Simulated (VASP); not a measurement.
Write the native input for VASP 6.6.1 that does the following.

- Task: relaxation of cell and atoms
- Functional: PBEsol
- Potentials or basis: VASP PAW PBE potentials, release 64 (Ga_d, N)
- Cutoff: 600 eV
- k mesh: 12 × 12 × 5
- Occupations: gaussian, width 0.03 eV
- Spin: no spin polarisation
- Further INCAR settings: ALGO = Normal; EDIFF = 1e-07; IBRION = 2; EDIFFG = -0.005; NSW = 90; ISIF = 3

The structure of GaN lies in POSCAR:

```
GaN                                     
1.0
    3.1800605976      0.0000000000      0.0000000000
   -1.5900302988      2.7540132633      0.0000000000
    0.0000000000      0.0000000000      5.1831461372
  Ga              N             
     2     2
Direct
     0.3333333300000021    0.6666666699999979    0.0016934345655103
     0.6666666699999979    0.3333333300000021    0.5016934345655103
     0.3333333300000021    0.6666666699999979    0.3783065654344923
     0.6666666699999979    0.3333333300000021    0.8783065654344923
```

The cell was built by a generator and needn't be a form met in nature.

One way to write it, as run:

INCAR

```
SYSTEM = GaN
PREC = Accurate
ENCUT = 600
EDIFF = 1E-7
ISMEAR = 0
SIGMA = 0.03
LREAL = .False.
LASPH = .True.
NELM = 80
ALGO = Normal
ISIF = 3
LWAVE = .False.
LCHARG = .False.
GGA = PS
IBRION = 2
NSW = 90
EDIFFG = -0.005
```

KPOINTS

```
Automatic mesh
0
Gamma
  12 12 5
  0 0 0
```

Potentials or basis: VASP PAW PBE potentials, release 64 (Ga_d, N).

Command:

```bash
$ cat potpaw_PBE.64/Ga_d/POTCAR potpaw_PBE.64/N/POTCAR > POTCAR
$ mpirun -np 1 vasp_std > vasp.out
```

Results of the run:

```yaml
Pressure_after_relaxing: 0.0 GPa
Largest_force_after_relaxing: 0.004 eV/Å
Band_gap_on_the_k_mesh: 1.91 eV, direct
```

Caveat: the relaxation stopped at its first step, so nothing moved; the PAW data sets were made with another functional, which shifts forces and pressure a little.

Run time: 50 s on 1 thread of AMD EPYC 9R45 (Zen 5) (shared host), peak memory 0.18 GiB.
